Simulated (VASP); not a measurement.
# BaTiO₃: convergence, relaxation of the cell

BaTiO₃, P4mm (no. 99), 5 atoms in the cell. RevPBE; PAW potentials Ba_sv, Ti_sv, O (PBE set). VASP 6.6.1.

Wanted: cell volume within 0.2 %; lattice lengths within 0.1 %; shortest distances from each atom, periodic images included within 0.005 Å.

What the run is for: cell; Accuracy asked: standard.

The series start from Plane-wave cutoff (eV): 600; k-point mesh: 5 × 5 × 5; Relaxation passes: 2; Ionic threshold (EDIFFG): -0.005; Electronic threshold (eV): 1e-6; Precision mode (PREC): Accurate; Relaxation algorithm: IBRION=2 POTIM=0.5. Each series keeps the choices made before it, and each single choice may use up half of a tolerance. Times cover all steps of a run.

## Plane-wave cutoff (eV)

| Plane-wave cutoff (eV) | Cell volume (Å³) | Lattice lengths, largest deviation against the largest value | Shortest distances from each atom, periodic images included, largest deviation (Å) | Time (s) |
|---|---|---|---|---|
| 400 | 66.23 | 5.5 % | 0.2723 | 62 |
| 460 | 69.04 | 2 % | 0.0972 | 89 |
| 520 | 70.07 | 0.24 % | 0.0124 | 156 |
| 600 | 69.97 | 0.32 % | 0.0161 | 114 |
| 700 | 69.85 | 0.59 % | 0.0284 | 197 |
| 840 (reference) | 70.21 | 0 % | 0.0000 | 295 |

Chosen: 840; the next looser run is off by more than half of the tolerance, so convergence isn't shown beyond this value.

## k-point mesh

| k-point mesh | Cell volume (Å³) | Lattice lengths, largest deviation against the largest value | Shortest distances from each atom, periodic images included, largest deviation (Å) | Time (s) |
|---|---|---|---|---|
| 3 × 3 × 3 | 71.09 | 2.4 % | 0.1112 | 267 |
| 4 × 4 × 4 | 70.24 | 0.097 % | 0.0043 | 264 |
| 5 × 5 × 5 | 70.21 | 0.0073 % | 0.0003 | 295 |
| 6 × 6 × 6 | 70.13 | 0.091 % | 0.0046 | 467 |
| 7 × 7 × 7 (reference) | 70.21 | 0 % | 0.0000 | 541 |

Chosen: 7 × 7 × 7; the next looser run is off by more than half of the tolerance, so convergence isn't shown beyond this value.

## Relaxation passes

| Relaxation passes | Cell volume (Å³) | Lattice lengths, largest deviation against the largest value | Shortest distances from each atom, periodic images included, largest deviation (Å) | Time (s) |
|---|---|---|---|---|
| 1 | 70.01 | 0.43 % | 0.0202 | 338 |
| 2 | 70.21 | 0 % | 0.0000 | 541 |
| 3 (reference) | 70.21 | 0 % | 0.0000 | 513 |

Chosen: 2, the loosest value from which every tighter one stays within half of the tolerance.

## Ionic threshold (EDIFFG)

| Ionic threshold (EDIFFG) | Cell volume (Å³) | Lattice lengths, largest deviation against the largest value | Shortest distances from each atom, periodic images included, largest deviation (Å) | Time (s) |
|---|---|---|---|---|
| -0.05 | 69.69 | 1.2 % | 0.0559 | 210 |
| -0.02 | 69.94 | 0.61 % | 0.0296 | 237 |
| -0.01 | 70.23 | 0.059 % | 0.0024 | 370 |
| -0.005 | 70.21 | 0.015 % | 0.0012 | 541 |
| -0.002 (reference) | 70.2 | 0 % | 0.0000 | 507 |

Chosen: -0.005.

## Electronic threshold (eV)

| Electronic threshold (eV) | Cell volume (Å³) | Lattice lengths, largest deviation against the largest value | Shortest distances from each atom, periodic images included, largest deviation (Å) | Time (s) |
|---|---|---|---|---|
| 0.0001 | 70.16 | 0.068 % | 0.0031 | 533 |
| 1e-5 | 70.15 | 0.072 % | 0.0034 | 584 |
| 1e-6 | 70.21 | 0.037 % | 0.0022 | 541 |
| 1e-7 (reference) | 70.19 | 0 % | 0.0000 | 504 |

Chosen: 1e-6.

## Precision mode (PREC)

| Precision mode (PREC) | Cell volume (Å³) | Lattice lengths, largest deviation against the largest value | Shortest distances from each atom, periodic images included, largest deviation (Å) | Time (s) |
|---|---|---|---|---|
| Normal | 70.14 | 0.18 % | 0.0085 | 280 |
| Accurate (reference) | 70.21 | 0 % | 0.0000 | 541 |

Chosen: Accurate; the one before it in the list is off by more than half of the tolerance.

## Relaxation algorithm

| Relaxation algorithm | Cell volume (Å³) | Lattice lengths, largest deviation against the largest value | Shortest distances from each atom, periodic images included, largest deviation (Å) | Time (s) |
|---|---|---|---|---|
| IBRION=2 POTIM=0.5 | 70.21 | 0 % | 0.0000 | 541 |
| IBRION=2 POTIM=0.2 | 70.14 | 0.14 % | 0.0069 | 459 |
| IBRION=1 POTIM=0.5 | 70.22 | 0.033 % | 0.0018 | 507 |
| IBRION=1 POTIM=0.2 | 70.14 | 0.14 % | 0.0071 | 948 |

Chosen: IBRION=2 POTIM=0.5; no other choice that stays within half of the tolerance saves 30 % of the time.

## All choices together

| Input | Cell volume (Å³) | Lattice lengths, largest deviation against the largest value | Shortest distances from each atom, periodic images included, largest deviation (Å) | Time (s) |
|---|---|---|---|---|
| the program's defaults (naive) | 66.45 | 5.5 % | 0.2810 | 14 |
| chosen settings | 70.21 | 0.06 % | 0.0031 | 541 |
| reference settings throughout | 70.18 | 0 % | 0.0000 | 639 |

The chosen settings stay within the tolerance of the reference run, but the reference itself isn't shown to be converged in: Plane-wave cutoff (eV), k-point mesh.

Values of the reference run: Lattice lengths: 4, 4, 4.386 Å.

## The input

INCAR.step1:
```
SYSTEM = BaTiO3
  GGA = RE
  ISMEAR = 0
  SIGMA = 0.03
  LWAVE = .FALSE.
  LCHARG = .FALSE.
  NSW = 80
  PREC = Accurate
  LASPH = .TRUE.
  LREAL = .FALSE.
  ALGO = Normal
  EDIFF = 1E-6
  NELM = 120
  GGA_COMPAT = .FALSE.
  IBRION = 2
  ISIF = 3
  EDIFFG = -0.005
  NELMIN = 4
  ENCUT = 840
  EFERMI = MIDGAP
  KPAR = 4
  POTIM = 0.5
```

INCAR.step3, as INCAR.step1 but for:
```
- NSW = 80
- IBRION = 2
- ISIF = 3
- EDIFFG = -0.005
- NELMIN = 4
- POTIM = 0.5
+ ISIF = 2
```

KPOINTS:
```
Automatic mesh
0
Gamma
  7 7 7
  0 0 0
```

POSCAR.step1:
```
BaTiO3
1.0
    3.9998000000      0.0000000000      0.0000000000
    0.0000000000      3.9998000000      0.0000000000
    0.0000000000      0.0000000000      4.0180000000
Ba Ti O
1 1 3
Direct
    0.0000000000      0.0000000000      0.0000000000
    0.5000000000      0.5000000000      0.4900000000
    0.0000000000      0.5000000000      0.5170000000
    0.5000000000      0.0000000000      0.5170000000
    0.5000000000      0.5000000000      0.0190000000
```

Commands (each step's output is kept before the next begins):
```
cat potpaw_PBE.64/Ba_sv/POTCAR potpaw_PBE.64/Ti_sv/POTCAR potpaw_PBE.64/O/POTCAR > POTCAR
cp INCAR.step1 INCAR
cp POSCAR.step1 POSCAR
mpirun -np 4 vasp_std > vasp.out
cp CONTCAR POSCAR
mpirun -np 4 vasp_std > vasp.out
cp CONTCAR POSCAR
cp INCAR.step3 INCAR
mpirun -np 4 vasp_std > vasp.out
```

The chosen input took VASP 6.6.1 541 s on 4 cores (Intel Xeon 6975P-C (Granite Rapids)), a shared host.

## An input that fails: too few ionic steps

It gives no converged result.

Changes against the starting input:
```
- NSW = 80
- NELM = 120
+ NSW = 2
+ NELM = 87
```
